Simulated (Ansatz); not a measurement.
Hf:

```
CELL_PARAMETERS angstrom
-1.80500 1.80500 1.80500
1.80500 -1.80500 1.80500
1.80500 1.80500 -1.80500
ATOMIC_POSITIONS crystal
Hf 0.00000 0.00000 0.00000
```

This isn't the form of Hf at room conditions, which is hcp.

- Program: Ansatz 0.2.0
- Task: relaxation of cell and atoms
- Functional: LDA
- Potentials or basis: all-electron LAPW, scalar-relativistic
- Basis error allowed: 0.001 eV/atom
- k mesh: 10 × 10 × 10
- Occupations: fermi-dirac, width 0.05 eV
- Spin: no spin polarisation

At the start: volume 23.52 Å³/atom.

Problem. Where does the relaxation end?

Solution. Over 5 steps the energy falls by 134.5 meV/atom and the volume is 20.43 Å³/atom (-13.2 %); space group Im-3m (No. 229, to 0.05 Å).

Step by step:
| step | energy change (eV) | largest force (eV/Å) | volume (Å³) |
| --- | --- | --- | --- |
| 1 | 0.0000 | 0.0000 | 23.52 |
| 2 | -0.1339 | 0.0000 | 20.25 |
| 3 | -0.1345 | 0.0000 | 20.45 |
| 4 | -0.1345 | 0.0000 | 20.43 |
| 5 | -0.1345 | 0.0000 | 20.43 |

Final structure:
```
Hf
1.0
    -1.72209    1.72209    1.72209
     1.72209   -1.72209    1.72209
     1.72209    1.72209   -1.72209
Hf
1
Direct
  0.00000 0.00000 0.00000
```
